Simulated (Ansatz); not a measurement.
Te under changes of volume

One of the cells (35.199 Å³/atom); the others are scaled copies at fixed shape and fractional positions:

```xyz
2
Lattice="-2.9578 3.8760 1.5352 2.9578 -3.8760 1.5352 2.9578 3.8760 -1.5352" Properties=species:S:1:pos:R:3 pbc="T T T"
Te    2.9578   -1.9380    0.7704
Te    0.0000    5.8139    0.7647
```

This isn't the form of Te at room conditions, which is trigonal, of chains.

| Property | Result |
| --- | --- |
| Program | Ansatz 0.2.0 |
| Functional | PBE |
| Potentials or basis | Ansatz PAW |
| Cutoff | 420 eV (not typed: the program's choice for these potentials) |
| k mesh | 10 × 10 × 10 |
| Occupations | fermi-dirac, width 0.05 eV |
| Spin | no spin polarisation |

```csv
volume (Å³/atom),energy over the lowest point (meV/atom),pressure (GPa)
33.087,29.25,3.9
33.791,15.01,2.7
34.495,?,?
35.199,0.90,0.7
35.903,0.00,-0.2
36.607,2.60,-0.9
37.311,8.29,-1.6
```

Problem. What does the run at 34.495 Å³/atom give?

Solution. Energy over the lowest point 5.75 meV/atom; pressure 1.6 GPa.

Worked out: A Birch-Murnaghan fit of order 3 (a polynomial in V^(-2/3)) to the other rows has its minimum at 35.72 Å³/atom with B0 = V·E''(V) = 42 GPa and B' = 5.0 at fixed shape and positions, which overstates the stiffness. It gives 5.74 meV/atom at 34.495 Å³/atom, against the run's 5.75, and -dE/dV = 1.6 GPa, against 1.6.

Energies are extrapolated to zero smearing.

Caveats: this functional lacks dispersion, which binds the layers, so the pressure and a relaxed spacing across them are unreliable (some runs).
